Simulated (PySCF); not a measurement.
Start geometry of `CC(=O)O` from GFN2-xTB (Å):
```
atom  x, y, z in Å
C1    -0.9372   -0.0834   -0.1140
C2     0.4809    0.3234    0.0190
O3     0.9087    1.4391   -0.0574
O4     1.2979   -0.7395    0.2385
H5    -1.2862   -0.5640    0.7805
H6    -1.5641    0.8318   -0.2989
H7    -1.0531   -0.7583   -0.9445
H8     2.2082   -0.4682    0.3244
```

Question: What comes out of this run: PBE0-D3(BJ)/def2-SVP geometry optimisation, gas phase in PySCF?

Answer: 
```
atom  x, y, z in Å
C1    -0.888   -0.065   -0.354
C2     0.502    0.297    0.077
O3     1.070    1.326   -0.171
O4     1.077   -0.690    0.784
H5    -1.468   -0.444    0.499
H6    -1.377    0.810   -0.795
H7    -0.838   -0.874   -1.099
H8     1.967   -0.378    1.007
```

The energy falls by 1.7 kcal/mol over 7 energy and gradient evaluations, the largest force component goes from 0.0326 to 3.4e-04 Eh/bohr, and the atoms move by 0.077 Å rms after alignment. The bond that changes most is C1–H6 (methyl carbon next to a carbonyl to methyl hydrogen), which shortens by 0.029 Å. Bonds longer at the end by more than 0.005 Å: 4 of 7; shorter: 2. Among the angles that change most is C2–O4–H8, from 111.5° to 106.2°. Among the dihedrals that turn most is H5–C1–C2–O3, from -120° to -131°. Rotational constants go from 11449, 9567, 5384 to 11484, 9514, 5378 MHz. The orientation of the end geometry is arbitrary; only internal coordinates are fixed.

The run used 76 basis functions and 50 SCF cycles in all. Hardware: Arm Neoverse N1, one thread, shared host. Cost: 16 s, 0.32 GiB resident at most.

Whether it is a minimum is left open (no frequencies). One conformer, not necessarily the lowest.
